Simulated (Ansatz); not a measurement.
HfO2:

```
Hf O
1.0
     5.55640    0.00000    0.00000
     0.00000    3.33360    0.00000
     0.00000    0.00000    6.50500
Hf O
4 8
Direct
  0.74868 0.75000 0.60787
  0.25132 0.25000 0.39213
  0.24868 0.75000 0.89213
  0.75132 0.25000 0.10787
  0.63950 0.25000 0.42340
  0.36050 0.75000 0.57660
  0.13950 0.25000 0.07660
  0.86050 0.75000 0.92340
  0.52079 0.25000 0.84145
  0.47921 0.75000 0.15855
  0.02079 0.25000 0.65855
  0.97921 0.75000 0.34145
```

Measurements of this composition are mostly on another form, of space group No. 14.

* Program: Ansatz 0.2.0
* Task: relaxation of cell and atoms
* Functional: BLYP
* Potentials or basis: Ansatz PAW
* Cutoff: 420 eV (not typed: the program's choice for these potentials)
* k mesh: 5 × 8 × 4
* Occupations: fermi-dirac, width 0.05 eV
* Spin: no spin polarisation

At the start: volume 10.04 Å³/atom.

Problem. How do energy, volume and symmetry change on relaxing?

Solution. It ends after 10 steps and the volume is 10.55 Å³/atom (+5.1 %); space group Pnma (No. 62, to 0.05 Å).

The path:
| step | energy change (eV) | largest force (eV/Å) | volume (Å³) |
| --- | --- | --- | --- |
| 1 | 0.0000 | 0.0962 | 120.49 |
| 2 | -0.0964 | 0.3134 | 126.99 |
| 3 | -0.1292 | 0.1736 | 125.67 |
| 4 | -0.1342 | 0.0783 | 125.52 |
| 5 | -0.1380 | 0.0330 | 125.93 |
| 6 | -0.1375 | 0.0068 | 126.09 |
| 7 | -0.1844 | 0.0068 | 126.09 |
| 8 | -0.1827 | 0.0033 | 126.52 |
| 9 | -0.1823 | 0.0005 | 126.58 |
| 10 | -0.1856 | 0.0005 | 126.58 |

Final structure:
```yaml
crystal:
  lattice:
    - [5.60781, 0.00000, 0.00000]
    - [0.00000, 3.40417, 0.00000]
    - [0.00000, 0.00000, 6.63096]
  atoms:
    - { symbol: Hf, position: [0.75243, 0.75000, 0.60262] }
    - { symbol: Hf, position: [0.24757, 0.25000, 0.39738] }
    - { symbol: Hf, position: [0.25243, 0.75000, 0.89738] }
    - { symbol: Hf, position: [0.74757, 0.25000, 0.10262] }
    - { symbol: O, position: [0.63747, 0.25000, 0.41908] }
    - { symbol: O, position: [0.36253, 0.75000, 0.58092] }
    - { symbol: O, position: [0.13747, 0.25000, 0.08092] }
    - { symbol: O, position: [0.86253, 0.75000, 0.91908] }
    - { symbol: O, position: [0.51467, 0.25000, 0.84565] }
    - { symbol: O, position: [0.48533, 0.75000, 0.15435] }
    - { symbol: O, position: [0.01467, 0.25000, 0.65435] }
    - { symbol: O, position: [0.98533, 0.75000, 0.34565] }
```

Caveat: the plane-wave basis is chosen anew once the cell has moved, so the energies of steps on either side of that aren't comparable; the pressure holds a Pulay correction of +1.0 GPa for the finite cutoff; the PAW data sets come from PBE, with cores solved anew for the run's functional, which leaves a small shift of forces and pressure.
